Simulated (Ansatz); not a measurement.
Pt, DFT, PBE, all-electron LAPW, Dirac equation with spin-orbit coupling (Ansatz 0.2.0), run on 1 thread of Arm Neoverse V1 on a shared host.

The geometry is COD entry 9012957, unchecked; take it as a test cell. It is an old determination, and later ones may differ.

Command: `ansatz run input.yaml --threads 1 --pin off --max-ram 2048MiB --backend cpu --events-out ev --progress --plain --runs-dir out`

```yaml
crystal:
  lattice:
    - [0.0, 1.9579, 1.9579]
    - [1.9579, 0.0, 1.9579]
    - [1.9579, 1.9579, 0.0]
  atoms:
    - { symbol: Pt, position: [0.0, 0.0, 0.0] }
kpoints:
  mp_grid: { grid: [18, 18, 18] }
  band_path:
    path:
      - [0.0, 0.0, 0.0]
      - [0.5, 0.0, 0.5]
      - [0.625, 0.25, 0.625]
      - [0.375, 0.375, 0.75]
      - [0.0, 0.0, 0.0]
      - [0.5, 0.5, 0.5]
      - [0.5, 0.25, 0.75]
      - [0.5, 0.0, 0.5]
    npoints: 5
scf:
  occupations: { method: fermi_dirac, width: 0.03 }
hamiltonian:
  xc: pbe
  pseudopotentials: { kind: all_electron, lapw: { basis_error: 0.00025 } }
output:
  forces: true
  stress: true
  eigenvalues: true
magnetization:
  noncollinear: true
  spin_orbit: true
```

(1) How large is the problem that the program sets up?

(2) About how long does it take, and how much memory does it use?

## Answers

(1) 195 irreducible k-points, 169 plane waves at Γ, 52 bands.

(2) 5.8 min of wall time for 8 SCF iterations, with a peak of 0.94 GiB. Times on shared machines scatter by tens of per cent.
